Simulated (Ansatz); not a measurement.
Working through a comparison of norm-conserving and PAW potentials of Si, space group I4/mmm

Computed with the Ansatz DFT code, driven from Python.

Run as a notebook:

```python
import ansatz as az
import numpy as np
```

```python
def count_gap(report):
    # lowest empty less highest filled band, counting bands; zero where they overlap
    return max(report.get("gap_by_band_count_ev") or 0.0, 0.0)
```

```python
lattice = az.Lattice.of(
    (-1.626915, 1.626915, 1.32033),
    (1.626915, -1.626915, 1.32033),
    (1.626915, 1.626915, -1.32033),
)
sites = [
    ("Si", (0.0, 0.0, 0.0)),
]
system = az.Crystal(lattice=lattice)
for symbol, position in sites:
    system = system.atom(symbol, position)

[site.symbol for site in system.resolved().sites]
```

    ['Si']

```python
model = (
    system.calculation()
    .functional("pbe")
    .kpoints(14)
    .occupations("Fermi-Dirac", width=0.1)
    .stress()
    .forces()
    .band_table()
)
variants = {
    "PAW": model.pseudopotentials("paw"),
    "norm-conserving": model.pseudopotentials("nc"),
}
rows = []
for label, variant in variants.items():
    r = variant.run(threads=1, pin="off").report
    levels = np.array(r["eigenvalues_ev"][0]) - r["fermi_energy_ev"]
    print(label, "levels at the first k-point near E_F:", np.round(levels[np.abs(levels) < 5], 3))
    rows.append((label, r["n_electrons"], np.trace(r["stress_gpa"]) / 3, count_gap(r)))
print("     treatment  electrons in bands           P GPa  gap by band count eV")
for row in rows:
    print(f"{str(row[0]):>14s}  {row[1]:18.1f}  {row[2]:14.3f}  {row[3]:20.3f}")
```

    DeckWarning: basis.ecutwfc = 420 eV, auto-derived from the records' recommended cutoffs: set by Si (normal level)
    PAW levels at the first k-point near E_F: []
    DeckWarning: basis.ecutwfc = 489.804952 eV, auto-derived from the records' recommended cutoffs: set by Si (normal level)
    norm-conserving levels at the first k-point near E_F: []
         treatment  electrons in bands           P GPa  gap by band count eV
               PAW                 4.0           3.396                 0.000
    norm-conserving                 4.0           3.430                 0.000

PAW gives 3.396 GPa and norm-conserving 3.430 GPa, 0.034 GPa apart. They took 1.7 and 1.9 s of processor time.

What to keep in mind:
- A gap by band count of zero or less means overlapping bands, a metal.
- This isn't the structure that Si takes at ambient conditions.
- Levels are Kohn-Sham eigenvalues on this mesh.
- Warnings are shown shortened and without file and line.
- Stress is positive in compression.
- Run time: 4.1 s on 1 thread of Arm Neoverse V1, with other jobs on the host, peak memory 0.35 GiB.
